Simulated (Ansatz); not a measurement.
**AlCo: from a trial structure to a relaxed crystal**

The calculation used DFT PBE, scalar-relativistic, plane waves, PAW in Ansatz 0.2.0. Cutoff 420 eV, Γ-centred k mesh, Gaussian smearing, no spin polarisation in the final step.

AlCo was placed on the rock salt structure type (Fm-3m, No. 225), with Al in place of Na, Co in place of Cl, at a guessed volume.

```
Al Co
1.0
     0.00000    2.24427    2.24427
     2.24427    0.00000    2.24427
     2.24427    2.24427    0.00000
Al Co
1 1
Direct
  0.00000 0.00000 0.00000
  0.50000 0.50000 0.50000
```

Cell and atoms relax at zero pressure; the relaxation can't lower the symmetry of the start. After a coarse first stage the cell is made exact in the group found at 0.06 Å.

Energies over the elements count from the elements' standard structures at the same level, with no empirical corrections.

**Question.** What does it relax into?

**Answer.** It keeps Fm-3m (No. 225). The result has the rock salt structure. Conventional cell: a = 4.788 Å. Around Al lie 6 Co at 2.39 Å; Co is coordinated by 6 Al at 2.39 Å.

```cif
data_structure
_symmetry_space_group_name_H-M 'Fm-3m'
_symmetry_Int_Tables_number 225
_cell_length_a 4.7880
_cell_length_b 4.7880
_cell_length_c 4.7880
_cell_angle_alpha 90.000
_cell_angle_beta 90.000
_cell_angle_gamma 90.000
_cell_volume 109.77
loop_
_atom_site_label
_atom_site_type_symbol
_atom_site_symmetry_multiplicity
_atom_site_Wyckoff_symbol
_atom_site_fract_x
_atom_site_fract_y
_atom_site_fract_z
_atom_site_occupancy
Al1 Al 4 a 0.00000 0.00000 0.00000 1
Co1 Co 4 b 0.50000 0.00000 0.00000 1
```

**Question.** What are its volume, energy, density and gap?

**Answer.** The volume per atom is 13.72 Å³. The density is 5.20 g/cm³, the energy over the elements is 0.25 eV/atom and the gap on the 20×20×20 mesh is 0 eV (a metal).

The final run used a 20×20×20 mesh on its 2-atom cell and 0.10 eV smearing. The k mesh leaves about 4 meV/atom of noise in metals. A later test with randomly moved atoms lowered the energy by 835 meV/atom on a coarse mesh, so it isn't stable against such moves and is likely a saddle point held by symmetry.

Cost: 6 runs of about 14 core-minutes in all, on Intel Xeon Platinum 8259CL (Skylake/Cascade Lake) (shared hosts).